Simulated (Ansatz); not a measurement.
Ansatz input file:

```yaml
crystal:
  lattice:
    - [-2.9338587437, 3.2502918454, 3.2502952332]
    - [2.9338587437, -3.2502918454, 3.2502952332]
    - [2.9338587437, 3.2502918454, -3.2502952332]
  atoms:
    - { symbol: Ti, position: [0.5000883706, 0.7500883706, 0.75] }
    - { symbol: Ti, position: [0.4999116294, 0.2499116294, 0.25] }
    - { symbol: Ti, position: [0.0, 0.0, 0.5] }
    - { symbol: Ti, position: [0.0, 0.5, 0.0] }
    - { symbol: O, position: [0.3051314063, 0.3051253694, 0.4999939631] }
    - { symbol: O, position: [0.1948696251, 0.2500008593, 0.9448687658] }
    - { symbol: O, position: [0.3051314063, 0.8051374432, 6.0369e-06] }
    - { symbol: O, position: [0.8051320936, 0.2500008593, 0.5551312342] }
    - { symbol: O, position: [0.1948679064, 0.7499991407, 0.4448687658] }
    - { symbol: O, position: [0.8051303749, 0.7499991407, 0.0551312342] }
    - { symbol: O, position: [0.6948685937, 0.1948625568, 0.9999939631] }
    - { symbol: O, position: [0.6948685937, 0.6948746306, 0.5000060369] }
basis:
  ecutwfc: 420
kpoints:
  mp_grid: { grid: [6, 6, 6] }
hamiltonian:
  xc: pbe
scf:
  occupations: { method: gaussian, width: 0.02 }
output:
  forces: true
  stress: true
  eigenvalues: true
relax:
  adjacent_minimum: "off"
  f_tol: 0.01
  max_steps: 30
  cell: { stress_tol: 0.1, fix: [volume] }
```

Command:
```bash
ansatz run input.yaml --threads 2 --pin off --max-ram 5120MiB --backend cpu --events-out ev --progress --plain --runs-dir out
```

These are results of Ansatz, DFT PBE, scalar-relativistic, plane waves, PAW, not measurements.

Part of what the program printed, abridged (iterations and final results):

```
SCF iter   1: F=—  HF=-14554.522229 eV  |F-HF|=—  |Δ(HF+E_count)|=         —  Δρ=2.31e-3  dr2=4.43e-3  ethr=1.77e-3  ⟨swp⟩=5.0  Hψ=10228  notcnv=0  defer=2
SCF iter   2: F=—  HF=-14554.523489 eV  |F-HF|=—  |Δ(HF+E_count)|=   1.26e-3  Δρ=1.39e-3  dr2=1.32e-3  ethr=4.61e-6  ⟨swp⟩=2.3  Hψ=4765  notcnv=0  defer=260
SCF iter   3: F=—  HF=-14554.523923 eV  |F-HF|=—  |Δ(HF+E_count)|=   4.34e-4  Δρ=6.75e-4  dr2=3.23e-4  ethr=1.37e-6  ⟨swp⟩=2.0  Hψ=3895  notcnv=0  defer=260
SCF iter   4: F=—  HF=-14554.524211 eV  |F-HF|=—  |Δ(HF+E_count)|=   2.88e-4  Δρ=3.05e-4  dr2=7.63e-5  ethr=3.36e-7  ⟨swp⟩=2.9  Hψ=4282  notcnv=0  defer=260
SCF iter   5: F=—  HF=-14554.524266 eV  |F-HF|=—  |Δ(HF+E_count)|=   5.51e-5  Δρ=7.45e-5  dr2=6.50e-6  ethr=7.95e-8  ⟨swp⟩=2.0  Hψ=3558  notcnv=0  defer=260
SCF iter   6: F=—  HF=-14554.524269 eV  |F-HF|=—  |Δ(HF+E_count)|=   3.45e-6  Δρ=1.05e-5  dr2=2.24e-7  ethr=6.77e-9  ⟨swp⟩=2.0  Hψ=3583  notcnv=0  defer=260
SCF iter   7: F=-14554.524270 eV  HF=-14554.524270 eV  |F-HF|=4.71e-9  |Δ(HF+E_count)|=   1.16e-7  Δρ=3.05e-6  dr2=1.22e-8  ethr=1.04e-10  ⟨swp⟩=8.2  Hψ=10506  notcnv=0
SCF 1 converged in 7 iterations: F = -14554.524270 eV  dr2 = 1.22e-8
relax step   1: F+E_penalty+E_count = -14554.52426958 eV  Δ(F+E_penalty+E_count) = +0.000e0 eV  max|allowed force component| = 1.642e-1 eV/Å  Δτ_max = 0.0000 Å  P = +7.399 GPa  Ω = 123.978 Å³  fix = [volume]  reactions: volume +7.399 GPa (7 SCF iters, dr2 threshold 1.00e-7 eV, accepted)
Initial density: handed on by an earlier stage of this run
Initial wavefunctions: those handed on with the density
SCF iter   1: F=—  HF=-14554.529104 eV  |F-HF|=—  |Δ(HF+E_count)|=         —  Δρ=6.53e-4  dr2=5.42e-4  ethr=4.70e-7  ⟨swp⟩=2.2  Hψ=12189  notcnv=0
SCF iter   2: F=—  HF=-14554.528949 eV  |F-HF|=—  |Δ(HF+E_count)|=   1.54e-4  Δρ=3.56e-4  dr2=1.57e-4  ethr=4.70e-7  ⟨swp⟩=2.2  Hψ=3606  notcnv=0
SCF iter   3: F=—  HF=-14554.528911 eV  |F-HF|=—  |Δ(HF+E_count)|=   3.86e-5  Δρ=3.03e-4  dr2=1.17e-4  ethr=1.64e-7  ⟨swp⟩=2.0  Hψ=4232  notcnv=0
SCF iter   4: F=—  HF=-14554.528888 eV  |F-HF|=—  |Δ(HF+E_count)|=   2.29e-5  Δρ=5.18e-5  dr2=2.08e-6  ethr=1.22e-7  ⟨swp⟩=2.0  Hψ=3551  notcnv=0
SCF iter   5: F=-14554.528889 eV  HF=-14554.528889 eV  |F-HF|=8.99e-9  |Δ(HF+E_count)|=   5.05e-7  Δρ=1.37e-5  dr2=1.79e-7  ethr=1.25e-9  ⟨swp⟩=5.5  Hψ=10730  notcnv=0
SCF 2 converged in 5 iterations: F = -14554.528889 eV  dr2 = 1.79e-7
relax step   2: F+E_penalty+E_count = -14554.52888854 eV  Δ(F+E_penalty+E_count) = -4.619e-3 eV  max|allowed force component| = 1.200e-1 eV/Å  Δτ_max = 0.0019 Å  P = +7.160 GPa  Ω = 123.978 Å³  fix = [volume]  reactions: volume +7.160 GPa (5 SCF iters, dr2 threshold 1.20e-6 eV, accepted)
SCF iter   1: F=—  HF=-14554.533590 eV  |F-HF|=—  |Δ(HF+E_count)|=         —  Δρ=1.31e-3  dr2=2.16e-3  ethr=1.97e-6  ⟨swp⟩=2.0  Hψ=12499  notcnv=0
SCF iter   2: F=—  HF=-14554.533027 eV  |F-HF|=—  |Δ(HF+E_count)|=   5.62e-4  Δρ=7.26e-4  dr2=6.84e-4  ethr=1.97e-6  ⟨swp⟩=2.8  Hψ=4201  notcnv=0
SCF iter   3: F=—  HF=-14554.532830 eV  |F-HF|=—  |Δ(HF+E_count)|=   1.97e-4  Δρ=6.54e-4  dr2=5.22e-4  ethr=7.12e-7  ⟨swp⟩=2.0  Hψ=4232  notcnv=0
SCF iter   4: F=—  HF=-14554.532734 eV  |F-HF|=—  |Δ(HF+E_count)|=   9.56e-5  Δρ=1.09e-4  dr2=8.72e-6  ethr=5.44e-7  ⟨swp⟩=2.0  Hψ=3544  notcnv=0
SCF iter   5: F=-14554.532737 eV  HF=-14554.532736 eV  |F-HF|=1.73e-7  |Δ(HF+E_count)|=   1.96e-6  Δρ=2.12e-5  dr2=5.12e-7  ethr=1.25e-9  ⟨swp⟩=4.0  Hψ=11943  notcnv=0
SCF 3 converged in 5 iterations: F = -14554.532737 eV  dr2 = 5.12e-7
relax step   3: F+E_penalty+E_count = -14554.53273661 eV  Δ(F+E_penalty+E_count) = -3.848e-3 eV  max|allowed force component| = 1.026e-2 eV/Å  Δτ_max = 0.0060 Å  P = +6.703 GPa  Ω = 123.978 Å³  energy of the carried Pulay correction = +1.912e-16 eV  fix = [volume]  reactions: volume +6.703 GPa (5 SCF iters, dr2 threshold 1.20e-6 eV, accepted)
SCF iter   1: F=—  HF=-14554.532812 eV  |F-HF|=—  |Δ(HF+E_count)|=         —  Δρ=8.47e-5  dr2=4.98e-6  ethr=5.73e-9  ⟨swp⟩=3.1  Hψ=13346  notcnv=0
SCF iter   2: F=—  HF=-14554.532781 eV  |F-HF|=—  |Δ(HF+E_count)|=   3.06e-5  Δρ=4.87e-5  dr2=1.61e-6  ethr=5.19e-9  ⟨swp⟩=2.3  Hψ=4148  notcnv=0
SCF iter   3: F=—  HF=-14554.532781 eV  |F-HF|=—  |Δ(HF+E_count)|=   2.12e-7  Δρ=2.62e-5  dr2=7.41e-7  ethr=1.67e-9  ⟨swp⟩=2.1  Hψ=3678  notcnv=0
SCF iter   4: F=-14554.532781 eV  HF=-14554.532781 eV  |F-HF|=1.71e-8  |Δ(HF+E_count)|=   6.73e-8  Δρ=5.16e-6  dr2=2.77e-8  ethr=3.01e-11  ⟨swp⟩=3.8  Hψ=10974  notcnv=0
SCF 4 converged in 4 iterations: F = -14554.532781 eV  dr2 = 2.77e-8
relax step   4: F+E_penalty+E_count = -14554.53278131 eV  Δ(F+E_penalty+E_count) = -4.470e-5 eV  max|allowed force component| = 8.775e-4 eV/Å  Δτ_max = 0.0006 Å  P = +6.700 GPa  Ω = 123.978 Å³  energy of the carried Pulay correction = +1.912e-16 eV  fix = [volume]  reactions: volume +6.700 GPa (4 SCF iters, dr2 threshold 2.89e-8 eV, accepted)
Initial wavefunctions: pseudopotential atomic-orbital guess (no wavefunctions were taken with the density)
SCF iter   1: F=—  HF=-14554.532721 eV  |F-HF|=—  |Δ(HF+E_count)|=         —  Δρ=5.00e-5  dr2=3.15e-7  ethr=1.50e-8  ⟨swp⟩=3.6  Hψ=18436  notcnv=0
SCF iter   2: F=—  HF=-14554.532697 eV  |F-HF|=—  |Δ(HF+E_count)|=   2.39e-5  Δρ=2.62e-5  dr2=9.79e-8  ethr=3.28e-10  ⟨swp⟩=2.1  Hψ=4952  notcnv=0
SCF iter   3: F=—  HF=-14554.532700 eV  |F-HF|=—  |Δ(HF+E_count)|=   2.74e-6  Δρ=9.12e-6  dr2=8.92e-8  ethr=1.02e-10  ⟨swp⟩=2.0  Hψ=4232  notcnv=0
SCF iter   4: F=—  HF=-14554.532700 eV  |F-HF|=—  |Δ(HF+E_count)|=   1.28e-8  Δρ=1.32e-6  dr2=1.87e-9  ethr=9.29e-11  ⟨swp⟩=2.0  Hψ=3575  notcnv=0
SCF iter   5: F=—  HF=-14554.532700 eV  |F-HF|=—  |Δ(HF+E_count)|=   2.51e-9  Δρ=6.93e-7  dr2=5.83e-10  ethr=1.00e-12  ⟨swp⟩=4.0  Hψ=8831  notcnv=0
SCF iter   6: F=-14554.532700 eV  HF=-14554.532700 eV  |F-HF|=3.27e-11  |Δ(HF+E_count)|=   1.03e-9  Δρ=2.46e-7  dr2=6.58e-11  ethr=1.00e-12  ⟨swp⟩=4.0  Hψ=8454  notcnv=0
SCF 5 converged in 6 iterations: F = -14554.532700 eV  dr2 = 6.58e-11
SCF converged after 6 iterations
Free energy (F): -14554.532700 eV
Harris-Foulkes:  -14554.532700 eV  (|F-HF|=3.27e-11)
Internal energy: -14554.532700 eV  (E = F + TS)
E sigma→0 (E₀):  -14554.532700 eV
Fermi energy:    10.189474 eV
--- Per-component energies (eV) ---
  E_band       = -772.417578
  E_kinetic    = 2496.716401
  E_local      = -6144.985715  (includes V_loc(G=0)·N_el)
  E_nonlocal   = 392.979689
  E_hartree    = 2341.885660
  E_xc         = -986.283609
  E_vxc        = -1249.208614  (∫ρ·V_xc dr)
  E_paw        = -5444.258962  (= ΣΔE_a)
  E_vpaw       = -951.711118  (= ΣTr[D̂ρ^β])
  E_aug_tail   = 0.020285  (compensation charges beyond the density's cutoff)
  E_ewald      = -7210.606448
  E_smearing   =  0.000000  (= −TS)
--- Forces (eV/Å), atoms counted from 1 ---
  atom   1  Ti     0.00000000     0.00000000    -0.00014962
  atom   2  Ti     0.00000000     0.00000000     0.00014962
  atom   3  Ti     0.00000000     0.00000000     0.00000000
  atom   4  Ti     0.00000000     0.00000000     0.00000000
  atom   5  O     -0.00017873     0.00000000    -0.00086378
  atom   6  O      0.00000000     0.00068302    -0.00001868
  atom   7  O      0.00017873     0.00000000    -0.00086378
  atom   8  O      0.00000000    -0.00068302    -0.00001868
  atom   9  O      0.00000000     0.00068302     0.00001868
  atom  10  O      0.00000000    -0.00068302     0.00001868
  atom  11  O     -0.00017873     0.00000000     0.00086378
  atom  12  O      0.00017873     0.00000000     0.00086378
--- Stress (GPa, compression-positive) ---
        6.713721       0.000000       0.000000
        0.000000       6.695858       0.000000
        0.000000       0.000000       6.694519
  P = ⅓ Tr σ = 6.7014 GPa (67.014 kbar)
--- Band table (eV; the first three rows and the last of 46) ---
  k-point 0: bands = ["-47.5970", "-47.5792", "-47.5455", "-47.5454", "-24.1582", "-24.1582", "-23.9245", "-23.9244", "-23.7810", "-23.7810", "-23.7557", "-23.7556", "-23.7538", "-23.7538", "-23.7109", "-23.6750", "-8.9975", "-7.8155", "-7.6851", "-7.6851", "-7.3944", "-7.3943", "-7.0647", "-7.0647", "3.4496", "3.8575", "4.2724", "4.4851", "4.4851", "4.6586", "4.6586", "5.4141", "5.4141", "5.6944", "5.6944", "6.4900", "6.4900", "6.6780", "6.6780", "7.2643", "7.9389", "7.9390", "8.5466", "8.5768", "8.5768", "8.7901", "8.7901", "9.2500", "11.1290", "11.4137", "11.6721", "11.7772", "11.7772", "11.8812", "11.8812", "12.4807", "12.4807", "12.5180", "12.5180", "13.7073"]
  k-point 1: bands = ["-47.5933", "-47.5772", "-47.5485", "-47.5482", "-24.1311", "-24.1285", "-23.9172", "-23.9061", "-23.7992", "-23.7942", "-23.7649", "-23.7518", "-23.7486", "-23.7471", "-23.7405", "-23.7086", "-8.8749", "-7.7707", "-7.7472", "-7.6461", "-7.4670", "-7.3618", "-7.1610", "-7.1093", "3.6281", "4.0094", "4.3488", "4.4308", "4.5034", "4.7093", "4.8235", "5.3265", "5.3376", "5.6222", "5.8178", "6.6100", "6.6453", "6.6799", "6.8447", "7.0752", "7.7494", "7.8501", "8.0798", "8.4045", "8.4959", "8.5109", "8.5797", "9.1561", "11.3475", "11.6258", "11.6686", "11.6959", "11.9294", "11.9679", "12.0085", "12.3962", "12.4470", "12.4863", "12.7259", "13.7535"]
  k-point 2: bands = ["-47.5833", "-47.5717", "-47.5573", "-47.5550", "-24.0550", "-24.0464", "-23.8966", "-23.8670", "-23.8317", "-23.8238", "-23.8122", "-23.8051", "-23.7671", "-23.7565", "-23.7468", "-23.7409", "-8.5509", "-7.8470", "-7.6541", "-7.6338", "-7.5380", "-7.3811", "-7.3783", "-7.2286", "3.9609", "4.5091", "4.5212", "4.5586", "4.6085", "4.6883", "4.9665", "5.2130", "5.4011", "5.5661", "6.0729", "6.2530", "6.7903", "6.8922", "6.8931", "7.0940", "7.1659", "7.2629", "7.6635", "8.0534", "8.1473", "8.1953", "8.4898", "8.8585", "11.5527", "11.5952", "11.6434", "12.0374", "12.1779", "12.3195", "12.3300", "12.3370", "12.3447", "12.5226", "12.9595", "13.4370"]
  k-point 45: bands = ["-47.5880", "-47.5880", "-47.5456", "-47.5455", "-24.1591", "-24.1591", "-23.9377", "-23.9377", "-23.7787", "-23.7787", "-23.7540", "-23.7540", "-23.7456", "-23.7456", "-23.6928", "-23.6928", "-8.3223", "-8.3222", "-7.5914", "-7.5914", "-7.5119", "-7.5119", "-7.1977", "-7.1976", "3.6697", "3.6698", "4.7241", "4.7241", "5.3428", "5.3428", "5.5030", "5.5030", "5.6224", "5.6224", "6.3796", "6.3796", "6.4590", "6.4590", "6.8477", "6.8477", "7.0327", "7.0328", "7.8174", "7.8174", "7.9412", "7.9412", "8.1653", "8.1653", "11.1634", "11.1634", "11.7997", "11.7998", "12.2601", "12.2601", "12.4745", "12.4745", "12.9441", "12.9441", "13.1233", "13.1234"]
--- Relaxed structure (4 steps of the walk, 4 accepted, 1 SCFs on fresh bases) ---
  F+E_penalty+E_count = -14554.53269961 eV   max|allowed force component| = 8.638e-4 eV/Å   (the final SCF, on the basis selected at the relaxed cell)
  cell:  # Å, volume = 123.9779 Å³
    - [-2.94750226, 3.24275789, 3.24276664]
    - [2.94750226, -3.24275789, 3.24276664]
    - [2.94750226, 3.24275789, -3.24276664]
  atoms:
    - { symbol: Ti, position: [0.50002409, 0.75002409, 0.75] }
    - { symbol: Ti, position: [0.49997590, 0.24997590, 0.25] }
    - { symbol: Ti, position: [0.0, 0.0, 0.5] }
    - { symbol: Ti, position: [0.0, 0.5, 0.0] }
    - { symbol: O, position: [0.30399954, 0.30401044, 0.50001090] }
    - { symbol: O, position: [0.19599320, 0.24999206, 0.94600113] }
    - { symbol: O, position: [0.30399954, 0.80398864, -1.09001388e-5] }
    - { symbol: O, position: [0.80399092, 0.24999206, 0.55399886] }
    - { symbol: O, position: [0.19600907, 0.75000793, 0.44600113] }
    - { symbol: O, position: [0.80400679, 0.75000793, 0.05399886] }
    - { symbol: O, position: [0.69600045, 0.19601135, 1.00001090] }
    - { symbol: O, position: [0.69600045, 0.69598955, 0.49998909] }
```

The relaxation met its thresholds.

Time: 2.2 min on 2 threads of AMD EPYC (Zen 3), with other jobs on the host, peak memory 0.62 GiB.